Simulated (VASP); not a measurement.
**A VASP 6.6.1 single-point calculation on GaN**

INCAR

```
METAGGA = R2SCAN
ISMEAR = 0
NELM = 82
LASPH = .TRUE.
LWAVE = .FALSE.
ALGO = Normal
LREAL = .FALSE.
IBRION = -1
SIGMA = 0.01
ISYM = -1
NBANDS = 21
LCHARG = .FALSE.
EDIFF = 1E-7
ENCUT = 520
PREC = Accurate
ISIF = 2
NSW = 0
```

KPOINTS

```
KPOINTS created by Atomic Simulation Environment
0
Gamma
4 4 4
0 0 0
```

POSCAR

```
Ga N
 1.0000000000000000
     0.0000000000000000    2.2714420665000001    2.2714420665000001
     2.2714420665000001    0.0000000000000000    2.2714420665000001
     2.2714420665000001    2.2714420665000001    0.0000000000000000
 Ga  N
   1   1
Cartesian
  0.0000000000000000  0.0000000000000000  0.0000000000000000
  1.1357210332499998  1.1357210332499998  1.1357210332499998
```

The recommended PBE PAW datasets give the neutral cell 18 valence electrons.

Command

```
mpirun -np 1 vasp_std
```

Problem. Predict the outcome of this run.

Solution. It converged. Results: gap between bands v and c on the k mesh 1.94 eV; least direct gap on the k mesh 1.94 eV; pressure -4.6 GPa. Band v is the last that the valence electrons fill when counted band by band, and c is the next.

OSZICAR

```
N       E                     dE             d eps       ncg     rms          rms(c)
DAV:   1     0.928807431456E+02    0.92881E+02   -0.88120E+03  3278   0.158E+03
DAV:   2    -0.170442861968E+02   -0.10993E+03   -0.99975E+02  2774   0.339E+02
DAV:   3    -0.266238499199E+02   -0.95796E+01   -0.94849E+01  3136   0.717E+01
DAV:   4    -0.267572407563E+02   -0.13339E+00   -0.13335E+00  3041   0.882E+00
DAV:   5    -0.267583716774E+02   -0.11309E-02   -0.11309E-02  3117   0.794E-01    0.714E+00
DAV:   6    -0.217379732827E+02    0.50204E+01   -0.24206E+00  4043   0.307E+01    0.246E+00
DAV:   7    -0.218205520370E+02   -0.82579E-01   -0.40607E-01  2753   0.542E+00    0.174E+00
DAV:   8    -0.218315103942E+02   -0.10958E-01   -0.30361E-02  3271   0.358E+00    0.240E-01
DAV:   9    -0.218299204346E+02    0.15900E-02   -0.10539E-02  3477   0.218E+00    0.138E-01
DAV:  10    -0.218300081967E+02   -0.87762E-04   -0.70404E-04  3253   0.187E-01    0.141E-01
DAV:  11    -0.218300141970E+02   -0.60004E-05   -0.23787E-05  4018   0.735E-02    0.151E-01
DAV:  12    -0.218303270768E+02   -0.31288E-03   -0.53121E-03  3130   0.976E-01    0.340E-01
DAV:  13    -0.218301687230E+02    0.15835E-03   -0.11008E-03  3036   0.533E-01    0.184E-01
DAV:  14    -0.218300754892E+02    0.93234E-04   -0.23653E-04  3164   0.180E-01    0.101E-01
DAV:  15    -0.218300626304E+02    0.12859E-04   -0.14256E-04  3175   0.120E-01    0.472E-02
DAV:  16    -0.218300609547E+02    0.16758E-05   -0.33731E-05  3500   0.744E-02    0.158E-02
DAV:  17    -0.218300598680E+02    0.10866E-05   -0.65093E-06  3189   0.209E-02    0.866E-03
DAV:  18    -0.218300586186E+02    0.12495E-05   -0.34142E-06  3557   0.262E-02    0.422E-03
DAV:  19    -0.218300582545E+02    0.36406E-06   -0.57263E-07  2893   0.830E-03    0.292E-03
DAV:  20    -0.218300582575E+02   -0.29554E-08   -0.85237E-08  2456   0.384E-03
   1 F= -.21830058E+02 E0= -.21830058E+02  d E =-.350599E-46
```

These settings aren't sound, so the numbers aren't properties of the crystal.

On sound settings r²SCAN gives a gap of 1.96 eV on its mesh and a pressure of -4.5 GPa for the intended cell.
